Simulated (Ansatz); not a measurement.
Runs of Ansatz 0.2.0 on Sc. It takes space group P6_3/mmc (No. 194, hexagonal). Conventional cell: a = 3.309 Å, b = 3.309 Å, c = 5.273 Å, α = 90.00°, β = 90.00°, γ = 120.00°. Sc (site symmetry -6m2) has 12 Sc at 3.26 to 3.31 Å as nearest neighbours. 

```csv
task,level,spin,U,smearing,points for each segment of the path,hubbard projectors,double counting,gap on the mesh (eV),pressure (GPa)
single point,PBE,off,-,gaussian 0.1 eV,-,-,-,none,-0.7
single point,PBEsol,off,-,gaussian 0.02 eV,-,-,-,none,-2.8
band structure,PBEsol+U,off,Sc d U = 4.3 eV,fermi-dirac 0.05 eV,14,ortho-atomic (the default),fll (the default),none,5.0
atomic charges,LDA+D3(BJ),off,-,fermi-dirac 0.05 eV,-,-,-,none,(a)
single point,RPBE,off,-,gaussian 0.05 eV,-,-,-,none,(b)
electrostatic potential,PBE+D4+U,"collinear, random start",Sc d U = 7 eV,methfessel-paxton 0.2 eV,-,ortho-atomic (the default),fll (the default),none,22.4
```

Alike in all rows: potentials or basis Ansatz PAW; cell as given; k mesh 9 × 9 × 5; cutoff (eV) 420.

Problem. Fill in the values left out.

Solution. (a) -7.8; (b) 1.3.

Caveats: the PAW data sets come from PBE, with cores solved anew for the run's functional, which leaves a small shift of forces and pressure (some runs); the U is typed as a test and isn't derived for this compound (some runs); pairwise dispersion overbinds metals, which lowers pressure and volume (some runs); U without spin polarisation on a metal has little footing (some runs); the dispersion damping was fitted for another functional or another form of the correction (some runs); the magnetic or orbital state may not be the lowest (some runs); the starting moments weren't kept (some runs).

A gap of «none» marks a metal or a gap under the smearing width.
